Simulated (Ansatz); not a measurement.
**NaCl (Fm-3m), a sublattice moved along a line**

All numbers below come from DFT PBE, scalar-relativistic, plane waves, PAW in Ansatz 0.2.0. Cutoff 420 eV, Γ-centred 8×8×8 k-points, Gaussian smearing of 0.05 eV. No spin polarisation. Energies are free energies at this smearing, counted from the undisturbed cell; pressure is positive in compression.

Zero of the scan (as given, not relaxed at this level; it stands at 0.4 GPa):

```
CELL_PARAMETERS angstrom
0.00000 2.83175 2.83175
2.83175 0.00000 2.83175
2.83175 2.83175 0.00000
ATOMIC_POSITIONS crystal
Na 0.00000 0.00000 0.00000
Cl 0.50000 0.50000 0.50000
```

Every Cl atom is moved by x along the Cartesian unit vector (0.707, -0.707, 0.000); the cell and all other atoms stay fixed.

```
  x (Å)  ΔE (meV/cell) force along x on the moved atoms (eV/Å) pressure (GPa) gap on the mesh (eV)
-0.3000           60.6                                     0.42             1.4                  5.07
-0.1500           14.6                                     0.20             0.7                  5.06
 0.0000            0.0                                     0.00             0.4                  5.06
 0.0375            0.9                                    -0.05             0.4                  5.06
 0.0750            3.6                                    -0.10             0.5                  5.06
 0.1125            8.2                                    -0.15               ?                     ?
 0.1875              ?                                        ?             0.8                  5.06
 0.2250           33.4                                    -0.30             0.9                  5.07
 0.2625           45.9                                    -0.36             1.1                  5.07
```

By symmetry 0.3000 repeats -0.3000, -0.2250 repeats 0.2250, 0.1500 repeats -0.1500, -0.0750 repeats 0.0750 in energy, with the opposite slope along the path.

(1) Give the withheld values.

## Answers

(1) pressure (GPa) at x (Å) = 0.1125: 0.6; gap on the mesh (eV) at x (Å) = 0.1125: 5.06; ΔE (meV/cell) at x (Å) = 0.1875: 23.0; force along x on the moved atoms (eV/Å) at x (Å) = 0.1875: -0.25.